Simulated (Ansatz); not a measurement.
All numbers below come from DFT PBEsol, scalar-relativistic, plane waves, PAW (Ansatz).

Settings: cutoff 420 eV, Γ-centred mesh 9×9×6 on the computed 4-atom cell, Gaussian smearing of 0.02 eV; no spin polarisation.

```yaml
crystal:
  lattice:
    - [3.57528, 0.00711, 0.03486]
    - [-1.78148, 3.11860, -0.02130]
    - [0.04178, -0.00535, 4.35247]
  atoms:
    - { symbol: Mg, position: [0.68074, 0.34207, 0.75351] }
    - { symbol: Mg, position: [0.33129, 0.66109, 0.25180] }
    - { symbol: O, position: [0.66135, 0.32957, 0.24584] }
    - { symbol: O, position: [0.32662, 0.66727, 0.74885] }
```

(1) Is this geometry at equilibrium? Which atom feels the largest force?

(2) Give all forces and the stress.

Answers

(1) It isn't. Atom 1 (Mg) feels (-0.43, -0.30, -0.08) eV/Å, 0.533 eV/Å in size.

(2)
| atom | Fx | Fy | Fz |
| --- | --- | --- | --- |
| Mg1 | -0.430 | -0.305 | -0.080 |
| Mg2 | -0.104 | 0.153 | -0.033 |
| O3 | 0.159 | 0.004 | 0.133 |
| O4 | 0.374 | 0.147 | -0.020 |
Stress (GPa, compression positive):
```
 -8.09   0.57  -2.01
  0.57 -10.18   0.20
 -2.01   0.20 -10.80
```

This form isn't the usual stable structure of the compound.